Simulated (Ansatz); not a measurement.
# Re (sc type): how the settings move a relaxation

How sensitive is a relaxation of Re (sc type) to its settings? A reference run comes first, then one run with altered input.

Computed with Ansatz 0.2.0 (reference: DFT, PBE, PAW with Ansatz's default frozen-core files, scalar-relativistic, unless a step's input says otherwise).

2 further runs of the same task are left out: 2 that didn't finish.

### Step 1. The structure to begin with

Symmetry: Pm-3m, No. 221, cubic system. Conventional cell: a = 2.528 Å, b = 2.528 Å, c = 2.528 Å, α = 90.00°, β = 90.00°, γ = 90.00°. Re (site symmetry m-3m) has 6 Re at 2.53 Å as nearest neighbours.

As a file:

```
CELL_PARAMETERS angstrom
2.52777 0.00000 0.00000
0.00000 2.52777 0.00000
0.00000 0.00000 2.52777
ATOMIC_POSITIONS crystal
Re 0.00000 0.00000 0.00000
```

### Step 2. Baseline

input.yaml reads:

```yaml
crystal:
  lattice:
    - [2.5277651634, 0.0, 0.0]
    - [0.0, 2.5277651634, 0.0]
    - [0.0, 0.0, 2.5277651634]
  atoms:
    - { symbol: Re, position: [0.0, 0.0, 0.0] }
kpoints:
  mp_grid: { grid: [15, 15, 15] }
scf:
  occupations: { method: fermi_dirac, width: 0.08 }
hamiltonian:
  xc: pbe
  pseudopotentials: { kind: paw }
output:
  forces: true
  stress: true
relax:
  f_tol: 0.005
  max_steps: 40
  cell: {}
```

The run is started by

```console
> ansatz run input.yaml --threads 1 --pin off --max-ram 2048MiB --backend cpu --events-out ev --progress --plain --runs-dir out
```

### Step 3. Changing settings: hubbard.sites [{species: Re, l: d, u_eff: 2.0}], hubbard.double_counting fll

Changes to input.yaml since step 2:

```diff
@@ -14,2 +14,3 @@
   pseudopotentials: { kind: paw }
+  hubbard: { sites: [{ species: Re, l: d, u_eff: 2.0 }], double_counting: fll }
 output:
@@ -17,2 +18,6 @@
   stress: true
+  write_density: true
+  write_potential: true
+  elf: true
+  volumetric_format: npy
 relax:
```

Before running it: what results should come out? Wanted: for each run, ending; energy change; pressure; gap; force.

**Answer**, as computed:

| run | ending | energy change | pressure (GPa) | gap (eV) | force (eV/Å) | cycles | time |
| --- | --- | --- | --- | --- | --- | --- | --- |
| reference | converged | 0 | 0.0 | 0.00 | 0.00 | 28 | 5.5 s |
| 1: hubbard.sites [{species: Re, l: d, u_eff: 2.0}], hubbard.double_counting fll | converged | +2.35 eV/atom (U changed: no physical gain or loss) | 0.0 | 0.00 | 0.00 | 30 | 11 s |

Times don't compare one to one where runs were asked for different outputs or read a saved state (see the inputs); cycles may leave out searches for a lower state.

**Reading.** Changing the Hubbard U moves the energy by +2.35 eV/atom. The U term adds an energy of its own, so the shift says nothing about which run is better. A changed U is a change of model: its shifts are not errors of convergence.
